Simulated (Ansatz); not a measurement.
# PbS under changes of volume

One of the cells (27.435 Å³/atom); the others are scaled copies at fixed shape and fractional positions:

```
CELL_PARAMETERS angstrom
4.08970 0.00000 0.00000
-2.04485 3.54178 0.00000
0.00000 0.00000 3.78817
ATOMIC_POSITIONS crystal
Pb 0.00000 0.00000 0.00000
S 0.66667 0.33333 0.50000
```

Measurements of this composition are mostly on another form, of space group No. 225.

| Item | Value |
| --- | --- |
| Program | Ansatz 0.2.0 |
| Functional | HSE06 |
| Potentials or basis | Ansatz PAW |
| Cutoff | 420 eV (not typed: the program's choice for these potentials) |
| k mesh | 4 × 4 × 4 |
| Occupations | fermi-dirac, width 0.05 eV |
| Spin | no spin polarisation |

| volume (Å³/atom) | energy over the lowest point (meV/atom) | pressure (GPa) | gap on the mesh (eV) |
| --- | --- | --- | --- |
| 25.789 | ? | ? | ? |
| 26.338 | 2.11 | 1.2 | 0.41 |
| 26.887 | 0.00 | 0.0 | 0.53 |
| 27.435 | 1.84 | -1.1 | 0.64 |
| 27.984 | 7.21 | -2.1 | 0.74 |
| 28.533 | 15.75 | -2.9 | 0.84 |
| 29.082 | 27.12 | -3.7 | 0.93 |

Task: What does the run at 25.789 Å³/atom give?

Result: Energy over the lowest point 8.65 meV/atom; pressure 2.5 GPa; gap on the mesh 0.28 eV.

Worked out: A Birch-Murnaghan fit of order 3 (a polynomial in V^(-2/3)) to the other rows has its minimum at 26.90 Å³/atom with B0 = V·E''(V) = 56 GPa and B' = 4.5 at fixed shape and positions, which overstates the stiffness. It gives 8.64 meV/atom at 25.789 Å³/atom, against the run's 8.65, and -dE/dV = 2.6 GPa, against 2.5. A straight line through the other rows of the gap, of slope 5.24 eV per unit of ln V, extrapolates to 0.31 eV, against the run's 0.28.

Energies are extrapolated to zero smearing.

Caveats: all runs use coarse meshes; spin-orbit coupling is left out, which as a rule narrows the gap of such compounds by several tenths of an eV; the PAW data sets come from PBE, with cores solved anew for the run's functional, which leaves a small shift of forces and pressure; the thresholds are loose for stress.

A mesh can miss the band edges.
